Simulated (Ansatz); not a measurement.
Deforming RbBr

```yaml
crystal:
  lattice:
    - [0.00000, 3.42750, 3.42750]
    - [3.42750, 0.00000, 3.42750]
    - [3.42750, 3.42750, 0.00000]
  atoms:
    - { symbol: Rb, position: [0.00000, 0.00000, 0.00000] }
    - { symbol: Br, position: [0.50000, 0.50000, 0.50000] }
```

Atoms are numbered in the order listed.

The cell is COD entry 1010048, as deposited and not checked against the literature; nothing was relaxed. It is an old determination, and later ones may differ.

Computed with DFT, PBEsol, all-electron PAW with datasets made for the crystal, scalar-relativistic (Ansatz 0.2.0).

Settings: a Γ-centred 7×7×7 k mesh, Fermi–Dirac smearing of 0.03 eV, cutoff 200 eV (chosen by the program for this cell), no spin polarisation.

The unchanged cell is at -0.07 GPa.

Semilocal functionals give too small gaps.

x, y and z are the Cartesian axes of the cell as listed; fractional coordinates follow a strain, and an engineering shear is twice the off-diagonal strain component.

Vzz stands for the principal value of largest size of the field-gradient tensor, whatever its axis.

No spin–orbit coupling: at heavy atoms the gradients can be off by tens of per cent for that reason.

Task: With this change (equal xy, yz and zx engineering shear strains of -2 %), what becomes of the energy and stress and field gradients and gap?

Result: Energy change under 1 meV/atom; stress change (xx, yy, zz, yz, xz, xy) 0.00, 0.00, 0.00, 0.08, 0.08, 0.08 GPa, compression positive; Vzz in 10²¹ V/m²: Rb1 0 → 0.44 (η = 0.00), Br2 0 → -0.49 (η = 0.00); gap on the k mesh 4.21 → 4.18 eV.

Task: With this change (equal xy, yz and zx engineering shear strains of -1 %), what becomes of the energy and stress and field gradients and gap?

Result: Energy change under 1 meV/atom; stress change (xx, yy, zz, yz, xz, xy) 0.00, 0.00, 0.00, 0.04, 0.04, 0.04 GPa, compression positive; Vzz in 10²¹ V/m²: Rb1 0 → 0.22 (η = 0.00), Br2 0 → -0.25 (η = 0.00); gap on the k mesh 4.21 → 4.20 eV.

Task: With this change (equal xy, yz and zx engineering shear strains of +1 %), what becomes of the energy and stress and field gradients and gap?

Result: Energy change under 1 meV/atom; stress change (xx, yy, zz, yz, xz, xy) 0.00, 0.00, 0.00, -0.04, -0.04, -0.04 GPa, compression positive; Vzz in 10²¹ V/m²: Rb1 0 → -0.22 (η = 0.00), Br2 0 → 0.26 (η = 0.00); gap on the k mesh 4.21 → 4.20 eV.

Task: With this change (equal xy, yz and zx engineering shear strains of +2 %), what becomes of the energy and stress and field gradients and gap?

Result: Energy change under 1 meV/atom; stress change (xx, yy, zz, yz, xz, xy) 0.00, 0.00, 0.00, -0.09, -0.09, -0.09 GPa, compression positive; Vzz in 10²¹ V/m²: Rb1 0 → -0.45 (η = 0.00), Br2 0 → 0.54 (η = 0.00); gap on the k mesh 4.21 → 4.19 eV.
